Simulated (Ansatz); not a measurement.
## Electric field gradients in Te

Level of theory: Ansatz 0.2.0, DFT PBE, scalar-relativistic, plane waves, PAW. Settings: 420 eV plane-wave cutoff, Γ-centred 12×12×6 mesh, Gaussian smearing of 0.01 eV. No spin polarisation.

Equilibrium structure at this level:
```yaml
crystal:
  lattice:
    - [4.51867, 0.00000, 0.00000]
    - [-2.25933, 3.91328, 0.00000]
    - [0.00000, 0.00000, 5.95610]
  atoms:
    - { symbol: Te, position: [0.26829, 0.00000, 0.33333] }
    - { symbol: Te, position: [0.00000, 0.26829, 0.66667] }
    - { symbol: Te, position: [0.73171, 0.73171, 0.00000] }
```

Spin–orbit coupling is left out, which matters for gradients at heavy nuclei.

Give V_zz (10²¹ V/m²) and the asymmetry η at each distinct site.

Results:

| atom | V_zz | η |
| --- | --- | --- |
| Te (atom 1) | -56.71 | 0.30 |

Cost: 1 run of about 0.35 core-minutes, on Intel Xeon Platinum 8375C (Ice Lake) (shared hosts).